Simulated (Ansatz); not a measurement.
Sn:

```
CELL_PARAMETERS angstrom
-2.02919 2.02919 1.66076
2.02919 -2.02919 1.66076
2.02919 2.02919 -1.66076
ATOMIC_POSITIONS crystal
Sn 0.00000 0.00000 0.00000
```

This isn't the form of Sn at room conditions, which is tetragonal (white tin).

Program: Ansatz 0.2.0. Alike in all runs: task single point; potentials or basis all-electron LAPW, scalar-relativistic; no spin polarisation; cell as given; k mesh 10 × 10 × 10; basis error allowed 0.001 eV/atom.

Order these runs on this cell by their pressure, lowest first.
A. level PBE; cutoff (eV) 166; smearing gaussian 0.05 eV
B. level BLYP; cutoff (eV) 167; smearing methfessel-paxton 0.1 eV
C. level PBEsol; cutoff (eV) 166; smearing gaussian 0.05 eV

C (-2.0 GPa), A (0.8 GPa), B (5.5 GPa).
